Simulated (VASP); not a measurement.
A run of VASP 6.6.1 is set up as follows.

The input INCAR:

```
SYSTEM = WSe2
PREC = Accurate
ENCUT = 600
EDIFF = 1E-7
ISMEAR = 0
SIGMA = 0.03
LREAL = .FALSE.
LASPH = .TRUE.
NELM = 80
ALGO = Normal
ISIF = 3
LWAVE = .FALSE.
LCHARG = .FALSE.
GGA = PE
IVDW = 12
IBRION = 2
NSW = 90
EDIFFG = -0.005
KPAR = 2
```

File KPOINTS:

```
Automatic mesh
0
G
  9 9 2
  0 0 0
```

The input POSCAR:

```
WSe2                                    
1.0
    3.2813445385     -0.0000000000      0.0000000000
   -1.6406722692      2.8417277289      0.0000000000
   -0.0000000000      0.0000000000     12.7916582921
  W               Se            
     2     4
Direct
     0.3333333332999970    0.6666666667000030    0.2500000000000000
     0.6666666667000030    0.3333333332999970    0.7500000000000000
     0.3333333332999970    0.6666666667000030    0.6181949418054228
     0.6666666667000030    0.3333333332999970    0.1181949418054227
     0.3333333332999970    0.6666666667000030    0.8818050581945772
     0.6666666667000030    0.3333333332999970    0.3818050581945773
```

Potentials or basis: VASP PAW PBE potentials, release 64 (W_sv, Se).

Command:

```bash
$ cat potpaw_PBE.64/W_sv/POTCAR potpaw_PBE.64/Se/POTCAR > POTCAR
$ mpirun -np 2 vasp_std > vasp.out
```

**Question.** What does it give for the band gap on the k mesh?

**Answer.** 0.99 eV, indirect (least direct gap 1.56 eV).

**Question.** Predict the dispersion energy per atom.

**Answer.** -0.475 eV.

Forces on the atoms (eV/Å):
```
W    0.000  0.000  0.000
W    0.000  0.000  0.000
Se   0.000  0.000 -0.002
Se   0.000  0.000 -0.002
Se   0.000  0.000  0.002
Se   0.000  0.000  0.002
```

Caveat: the relaxation stopped at its first step, so nothing moved; spin-orbit coupling is left out, which moves the levels of the heavy elements; an odd mesh through Γ misses points on the zone boundary, where band edges often lie.
